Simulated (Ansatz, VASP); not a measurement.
## One calculation of SnSe2, two programs

The input INCAR:

```
ALGO = Normal
EDIFF = 1E-7
ENCUT = 520
GGA = PE
ISIF = 2
ISMEAR = -1
LASPH = True
LCHARG = False
LREAL = False
LWAVE = False
NBANDS = 20
NELM = 100
PREC = Accurate
SIGMA = 0.02
```

Contents of KPOINTS:

```
k-points
0
Gamma
  8 8 5
```

File POSCAR:

```
SnSe2
1.0
    3.8109987816      0.0000000000      0.0000000000
   -1.9054993908      3.3004217586      0.0000000000
    0.0000000000      0.0000000000      6.1370000000
Sn Se
1 2
Direct
    0.0000000000      0.0000000000      0.0000000000
    0.3333333333      0.6666666667      0.2500000000
    0.6666666667      0.3333333333      0.7500000000
```

Input for Ansatz:

```yaml
crystal:
  lattice:
    - [3.8109987816, 0.0, 0.0]
    - [-1.9054993908, 3.3004217586, 0.0]
    - [0.0, 0.0, 6.137]
  atoms:
    - { symbol: Sn, position: [0.0, 0.0, 0.0] }
    - { symbol: Se, position: [0.3333333333, 0.6666666667, 0.25] }
    - { symbol: Se, position: [0.6666666667, 0.3333333333, 0.75] }
kpoints:
  mp_grid: { grid: [8, 8, 5] }
  band_path:
    path:
      - [0.0, 0.0, 0.0]
      - [0.5, 0.0, 0.0]
      - [0.3333333333, 0.3333333333, 0.0]
      - [0.0, 0.0, 0.0]
      - [0.0, 0.0, 0.5]
      - [0.5, 0.0, 0.5]
      - [0.3333333333, 0.3333333333, 0.5]
      - [0.0, 0.0, 0.5]
      - [0.5, 0.0, 0.5]
    npoints: 8
scf:
  occupations: { method: fermi_dirac, width: 0.02 }
hamiltonian:
  xc: pbe
  pseudopotentials: { kind: all_electron, lapw: { basis_error: 0.0005 } }
output:
  forces: true
  stress: true
  eigenvalues: true
  populations: true
  dos: { projected: true, de: 0.2, e_range: [-14, 8] }
```

Alike in both runs: task single point; functional PBE; k mesh 8 × 8 × 5; occupations fermi-dirac, width 0.02 eV; no spin polarisation.

|  | VASP | Ansatz |
| --- | --- | --- |
| version | VASP 6.6.1 | Ansatz 0.2.0 |
| potentials or method | VASP PAW PBE potentials, release 64 (Sn_d, Se) | all-electron LAPW, scalar-relativistic |
| plane-wave cutoff (eV) | 520 | see its input |

|  | VASP | Ansatz | Ansatz less VASP |
| --- | --- | --- | --- |
| gap on the k mesh at the Fermi level (eV) | 0.79 | 0.80 | +0.007 |
| pressure (GPa) | 5.4 | 5.3 | -0.09 |
| largest component of the traceless stress (GPa) | 0.88 | 0.87 | -0.005 |
| rms of the force components (eV/Å) | 0.346 | 0.338 | -0.0087 |

Atom by atom the forces differ by 0.009 eV/Å (rms over components). Ansatz ran all-electron here, so the differences hold the error of VASP's frozen core and of both bases.

Caveats: spin-orbit coupling is left out, which moves the levels of the heavy elements; an odd mesh through Γ misses points on the zone boundary, where band edges often lie; the cell's inner coordinates are idealised or old, which leaves forces on the atoms; this functional lacks dispersion, which binds the layers, so the pressure and a relaxed spacing across them are unreliable.
